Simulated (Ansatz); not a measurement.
**Debugging a many-body input for BaS (Fm-3m)**

Aim: the G0W0 gap of BaS (Fm-3m). The first input has a fault.

Main program and level: Ansatz 0.2.0; G0W0 on PBE, plane waves, PAW; PAW set soft_1.

## Step 1: The structure

It takes space group Fm-3m (No. 225, cubic). Conventional cell: a = 6.388 Å, b = 6.388 Å, c = 6.388 Å, α = 90.00°, β = 90.00°, γ = 90.00°. Nearest to Ba lie 6 S at 3.19 Å. Nearest to S lie 6 Ba at 3.19 Å. Farther neighbours and most contacts between anions are not listed.

The cell and positions come from the Crystallography Open Database and are kept as given unless a step says otherwise. Spin-orbit coupling is left out unless a step names it.

## Step 2: First try

The input, input.yaml:

```yaml
crystal:
  lattice:
    - [0.0, 3.19375, 3.19375]
    - [3.19375, 0.0, 3.19375]
    - [3.19375, 3.19375, 0.0]
  atoms:
    - { symbol: Ba, position: [0.0, 0.0, 0.0] }
    - { symbol: S, position: [0.5, 0.5, 0.5] }
kpoints:
  mp_grid: { grid: [1, 1, 1] }
hamiltonian:
  xc: pbe
  pseudopotentials: { kind: paw, azcp: { folder: soft_1 } }
scf:
  occupations: { method: fixed }
gw:
  n_empty_bands: 105
  ecut_chi: 80
  qp_bands: [v2, c2]
  qp_kpoints: band_edges
  screening: { model: contour_deformation }
```

Command:

```
> ansatz run input.yaml --threads 24 --pin off --max-ram 82944MiB --backend cuda --events-out ev --progress --plain --runs-dir out --devices 1 --max-vram 78GiB
```

Numbers of over 12 decimals in the logs are rounded to 6 here.

Log:

```text
GPUs: using 1 of 1 available (devices: 1).
Engine: ansatz 0.2.0, aarch64-unknown-linux-gnu
Pseudopotentials: kind: paw
Pseudopotential: Ba, paw, valence charge 10, recommended cutoff 420 eV (normal), soft_1/Ba.paw.azcp
Pseudopotential: S, paw, valence charge 6, recommended cutoff 420 eV (normal), soft_1/S.paw.azcp
Functional definition: PBE
  parameter kappa = 0.804
  parameter beta = 0.066725
  exchange = pbe_x(kappa = kappa, mu = beta*pi^2/3)
  correlation = pbe_c(beta = beta)
device memory: the entry about to start is reckoned to put 0.4 GiB on a device that reports 167.2 GiB free (of which the cap on the GPU budget leaves the run 78.0 GiB)
GPU FFT provider: cuFFT
GPU libraries: cuBLAS 13.8.1, cuFFT 12.4.0, cuSOLVER 12.3.2
GPU matrix products: emulated (plane waves: as basis.precision tells), large ones in fixed point in workspaces of 1.00 GiB
Crystal: 2 atoms, lattice volume = 65.153 Å³
Basis set: ecut = 420 eV, 1243 PW (Γ)
Bands: 12, of which v1, the nominal top of the filled ones, is band 8 counted from 1 (7 counted from 0)
Symmetry: 48 space group operations
Space group: Fm-3m (ITA 225), of the structure as read, at distance tolerance 4.0e-5 Å
k-points: 1
Non-local potential: Ba, projectors of the file, l = 0: 3, l = 1: 2, l = 2: 2, l = 3: 2
Non-local potential: S, projectors of the file, l = 0: 2, l = 1: 2, l = 2: 1
PAW form: soft (Blöchl's): semilocal exchange-correlation on the pseudo side does not see the compensation charge
PAW one-centre angular grid: Ba, 194 points (default); XC on 64 Gauss nodes
PAW one-centre angular grid: S, 110 points (default); XC on 64 Gauss nodes
Initial density: superposition of atomic densities (chi_scale 0.1, normalization cell, long waves kept (reshape's long-wave potential 0.00 eV rms))
Initial wavefunctions: pseudopotential atomic-orbital guess
GPU buffer pool allocated for 32768 grid points (all kernels)
GPU transforms: local potential and band sums: pruned to the plane-wave sphere, on 30×30×30
Functional: x = pbe(κ = 0.804, μ = 0.219515), c = pbe(β = 0.066725)
SCF iter   1: F=—  HF=-6850.719292 eV  |F-HF|=—  |Δ(HF+E_count)|=         —  Δρ=3.87e-2  dr2=2.09e0  ethr=3.10e-3  ⟨swp⟩=4.0  Hψ=66  notcnv=0
preconditioner: auto → none  [insulator: Δε(μ)=3.331 eV  Ē_g=10.074 eV  n_scr=14 (ndim 8)  ℏωp=17.2 eV  f_vac=0.000  ε∞_Penn≈3.9]
SCF iter   2: F=—  HF=-6850.302313 eV  |F-HF|=—  |Δ(HF+E_count)|=   4.17e-1  Δρ=1.90e-2  dr2=2.41e-1  ethr=3.10e-3  ⟨swp⟩=3.0  Hψ=31  notcnv=0
SCF iter   3: F=—  HF=-6850.415253 eV  |F-HF|=—  |Δ(HF+E_count)|=   1.13e-1  Δρ=6.98e-3  dr2=3.82e-2  ethr=1.50e-3  ⟨swp⟩=3.0  Hψ=24  notcnv=0
SCF iter   4: F=—  HF=-6850.440977 eV  |F-HF|=—  |Δ(HF+E_count)|=   2.57e-2  Δρ=1.05e-3  dr2=6.91e-4  ethr=2.39e-4  ⟨swp⟩=2.0  Hψ=19  notcnv=0
SCF iter   5: F=—  HF=-6850.440746 eV  |F-HF|=—  |Δ(HF+E_count)|=   2.31e-4  Δρ=1.82e-4  dr2=1.12e-5  ethr=4.32e-6  ⟨swp⟩=2.0  Hψ=19  notcnv=0  defer=1
SCF iter   6: F=—  HF=-6850.440753 eV  |F-HF|=—  |Δ(HF+E_count)|=   7.19e-6  Δρ=2.87e-5  dr2=7.33e-7  ethr=6.98e-8  ⟨swp⟩=2.0  Hψ=19  notcnv=0
SCF iter   7: F=-6850.440753 eV  HF=-6850.440753 eV  |F-HF|=1.47e-9  |Δ(HF+E_count)|=   2.86e-7  Δρ=2.70e-6  dr2=3.01e-9  ethr=6.25e-10  ⟨swp⟩=5.0  Hψ=66  notcnv=0
SCF 1 converged in 7 iterations: F = -6850.440753 eV  dr2 = 3.01e-9
[...]
device memory: the entry about to start is reckoned to put 0.5 GiB on a device that reports 170.1 GiB free (of which the cap on the GPU budget leaves the run 78.0 GiB)
NSCF: frozen V_eff on 1 k-points
[...]
device memory: the entry about to start is reckoned to put 0.8 GiB on a device that reports 181.7 GiB free (of which the cap on the GPU budget leaves the run 78.0 GiB)
NSCF: frozen V_eff on 1 k-points
G₀W₀ screening: q 1/1
G₀W₀ self-energy: k 1/1
device memory: the entry about to start is reckoned to put 0.3 GiB on a device that reports 182.4 GiB free (of which the cap on the GPU budget leaves the run 78.0 GiB)
NSCF: frozen V_eff on 1 k-points
device memory: the entry about to start is reckoned to put 0.3 GiB on a device that reports 182.4 GiB free (of which the cap on the GPU budget leaves the run 78.0 GiB)
NSCF: frozen V_eff on 1 k-points
device memory: the entry about to start is reckoned to put 0.3 GiB on a device that reports 182.4 GiB free (of which the cap on the GPU budget leaves the run 78.0 GiB)
NSCF: frozen V_eff on 1 k-points
device memory: the entry about to start is reckoned to put 0.3 GiB on a device that reports 182.4 GiB free (of which the cap on the GPU budget leaves the run 78.0 GiB)
NSCF: frozen V_eff on 1 k-points
device memory: the entry about to start is reckoned to put 0.3 GiB on a device that reports 182.4 GiB free (of which the cap on the GPU budget leaves the run 78.0 GiB)
NSCF: frozen V_eff on 1 k-points
SCF converged after 7 iterations
Free energy (F): -6850.440753 eV
Harris-Foulkes:  -6850.440753 eV  (|F-HF|=1.47e-9)
Internal energy: -6850.440753 eV  (E = F + TS)
E sigma→0 (E₀):  -6850.440753 eV
Fermi energy:    7.102562 eV
--- Per-component energies (eV) ---
  E_band       = -36.725401
  E_kinetic    = 279.688156
  E_local      = -446.692243  (includes V_loc(G=0)·N_el)
  E_nonlocal   = 126.866083
  E_hartree    = 135.725961
  E_xc         = -291.693808
  E_vxc        = -216.574458  (∫ρ·V_xc dr)
  E_paw        = -5804.097335  (= ΣΔE_a)
  E_vpaw       = -51.465424  (= ΣTr[D̂ρ^β])
  E_aug_tail   = -0.000002  (compensation charges beyond the density's cutoff)
  E_ewald      = -850.237565
  E_smearing   = -0.000000  (= −TS)
  E_closure    = 0.000000  (closes the sum)
  Σ components = -6850.440753   (vs F -6850.440753, Δ=0.00e0)
--- Band table (eV) ---
  k-point 0: bands = [... 4 lower, -2.9062, 7.1026, 7.1026, 7.1026, 9.9079, 9.9079, 9.9079, 10.1460]
--- G₀W₀: contour deformation, 6 samples at zero and on the imaginary axis and 0 off it, 1 q-point, 105 empty bands' worth ---
  eigenvalues of the whole cell's RPA ε∞ on this k-mesh (on a slab, of 1 + 4πα/V) = 28.0928, 28.0928, 28.0928; static W/v taken at q = 0 is 0.035596
  gw.qp_kpoints: band_edges: 1 of 1 stored k-point solved, in 1 pass; an edge of the gap read off the rows below is read off those points alone
    ik  band        ε_KS         Σx   Σc(E_QP)       V_xc       Z   E_QP_lin       E_QP  E_QP is
     0     7      7.1026   -19.3462     4.6872   -14.3668  0.7497     6.8095     6.8104  root
     0     8      7.1026   -19.3462     4.6872   -14.3668  0.7497     6.8095     6.8104  root
     0     9      9.9079    -4.5277    -5.7931    -9.8109  0.7809     9.4005     9.3980  root
     0    10      9.9079    -4.5277    -5.7931    -9.8109  0.7809     9.4005     9.3980  root
```

Elapsed: 1.5 s, on 1 × NVIDIA GB200 (shared by 2 runs) with 24 threads of Arm Neoverse V2, shared host; peak memory 1.1 GiB; 2.7 s of CPU time.

Q: What is the fault?

The run ended normally, though the input holds a fault or crude settings.

The fault: G0W0 on a mesh far too coarse. So few points can't sample the density or the screening, and the band edges may lie elsewhere in the zone.

It printed a gap of 2.59 eV, which is an artefact of the settings.

## Step 3: A better input

G0W0 replaces the xc potential by the self-energy, built once from these orbitals. Only a window of levels is corrected, while the sums run over the empty bands that the input names. This step takes PAW set soft_1 files.

input.yaml: that of step 2 with these lines changed.

```diff
@@ -9,3 +9,3 @@
 kpoints:
-  mp_grid: { grid: [1, 1, 1] }
+  mp_grid: { grid: [4, 4, 4] }
 hamiltonian:
@@ -16,4 +16,4 @@
 gw:
-  n_empty_bands: 105
-  ecut_chi: 80
+  n_empty_bands: 194
+  ecut_chi: 120
   qp_bands: [v2, c2]
```

Log:

```text
GPUs: using 1 of 1 available (devices: 1).
[...]
GPU FFT provider: cuFFT
GPU libraries: cuBLAS 13.8.1, cuFFT 12.4.0, cuSOLVER 12.3.2
[...]
Crystal: 2 atoms, lattice volume = 65.153 Å³
Basis set: ecut = 420 eV, 1243 PW (Γ)
Bands: 12, of which v1, the nominal top of the filled ones, is band 8 counted from 1 (7 counted from 0)
[... 1 set-up line as in the run before ...]
[...]
k-points: 8 of 64
[...]
GPU buffer pool allocated for 32768 grid points (all kernels)
[...]
SCF iter   1: F=—  HF=-6856.108006 eV  |F-HF|=—  |Δ(HF+E_count)|=         —  Δρ=2.16e-2  dr2=4.94e-1  ethr=3.10e-3  ⟨swp⟩=5.5  Hψ=562  notcnv=0  defer=10
[...]
SCF iter   7: F=-6856.016641 eV  HF=-6856.016641 eV  |F-HF|=1.12e-9  |Δ(HF+E_count)|=   2.56e-7  Δρ=1.85e-6  dr2=2.37e-9  ethr=6.25e-10  ⟨swp⟩=6.6  Hψ=635  notcnv=0
SCF 1 converged in 7 iterations: F = -6856.016641 eV  dr2 = 2.37e-9
[...]
0     7      5.8086   -17.6004     2.1359   -14.5689  0.7516     4.8973     4.9132  root
     0     8      5.8086   -17.6004     2.1359   -14.5689  0.7516     4.8973     4.9132  root
     0     9      9.4954    -5.5856    -3.7715    -9.6112  0.8057     9.7505     9.7495  root
     0    10      9.7703    -5.4150    -4.0077    -9.9499  0.7979    10.3023    10.2975  root
     2     7      4.7957   -16.7367     2.4265   -13.3514  0.7397     3.8133     3.8369  root
     2     8      4.7957   -16.7367     2.4265   -13.3514  0.7397     3.8133     3.8369  root
     2     9     11.3587    -4.9556    -4.0606    -9.4392  0.7856    11.7837    11.7817  root
     2    10     11.4422    -6.9739    -4.4135   -11.9418  0.7622    12.0045    11.9966  root
[...]
7     7      5.3850   -17.2865     2.2283   -14.0996  0.7531     4.4066     4.4264  root
     7     8      5.3850   -17.2865     2.2283   -14.0996  0.7531     4.4066     4.4264  root
     7     9     10.1022    -5.7881    -4.0316   -10.3166  0.7873    10.6019    10.5990  root
     7    10     10.1022    -5.7881    -4.0316   -10.3166  0.7873    10.6019    10.5990  root
[key lines of the parts left out:]
SCF converged after 7 iterations
Free energy (F): -6856.016641 eV
Fermi energy:    5.808615 eV
```

Wall time 2.7 s (1 × NVIDIA GB200 (shared by 2 runs) with 24 threads); peak memory 1.3 GiB.

Numbers from this step:

```
bands summed                                 : 202
RPA ε∞ on this mesh (eigenvalues)            : 4.646, 4.646, 4.646
plane waves in the screening matrix          : 181
q-points in the mesh                         : 64
G0W0 gap on the mesh                         : 3.408 eV
k of the valence top                         : 0, 0, 0
k of the conduction bottom                   : 0, -0.5, -0.5
starting gap on the mesh                     : 2.202 eV
Z at the valence top                         : 0.7516
Z at the conduction bottom                   : 0.8082
least direct G0W0 gap on the computed points : 3.538 eV
```

The gap on the mesh goes from 2.20 eV to 3.41 eV, a correction of +1.21 eV. Between the two edge states, bare exchange in place of the xc potential would open the gap by 6.91 eV, and correlation takes back 5.70 eV.

## Step 4: Summary of results

```yaml
first_try: converged after 1.5 s
better_run: G0W0 gap on the mesh 3.41 eV (4×4×4 mesh, 194 empty bands, screening to 120 eV, PAW set soft_1 files)
```

What this shows: The second run differs in: mesh, empty bands and screening cutoff (eV). Bands and cutoff are finite, so the gap is not at the basis limit. The miss can reach some tenths of an eV and take either sign; the mesh is an error of its own. The many-body steps are scalar-relativistic: spin-orbit coupling is not in them.

[Paths, hosts, dates, memory and timing lines, banners, echoed tables and standing remarks are left out of the program output.]

[Logs are printed without paths, hosts, clocks, repeated set-up lines and the standing remarks that a program may print on its own settings, such as how far it seeks lower states.]

[Runs of the session that timed out or met a known fault of the program may be left out.]

[Cells called generated may have been cut or substituted from an entry of the Crystallography Open Database or the Materials Project.]

[Hosts, paths, dates, database ids (printed as entryN), source tags and the programs' standing remarks are cut or masked in the printed files.]
